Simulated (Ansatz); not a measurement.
A relaxed cell of Hg is given with its symmetry left out. The cell was found from a structure generator's guess, not taken from experiment.

Computed with Ansatz 0.2.0, DFT PBE, scalar-relativistic, plane waves, PAW. Cutoff 420 eV, Γ-centred mesh, Gaussian smearing, no spin polarisation.

```
Hg
1.0
     4.74478    0.00000    0.00000
     0.00000    4.74478    0.00000
     0.00000    0.00000    4.74478
Hg
3
Direct
  0.50000 0.00000 0.00000
  0.00000 0.50000 0.00000
  0.00000 0.00000 0.50000
```

Energies count from the standard state of Hg at the same level. The references include crystalline Hg.

(1) Find its symmetry and describe it.

(2) How far does it lie from the standard state of Hg?

(3) Is it a metal?

Answers

(1) Pm-3m (No. 221). Conventional cell: a = 4.745 Å. Hg has 8 Hg at 3.36 Å.

(2) +0.01 eV/atom. It lies above the standard state, so it could only be metastable.

(3) Yes, bands cross the Fermi level on the 10×10×10 mesh, though with few states there, as in a semimetal.

The last run used a 10×10×10 mesh for its 3-atom cell and Gaussian smearing of 0.10 eV. For metals, differences of a few meV/atom aren't resolved. These runs have no spin–orbit coupling, which can matter for Hg. Symmetry constrained the relaxation, so the result can be a saddle point.
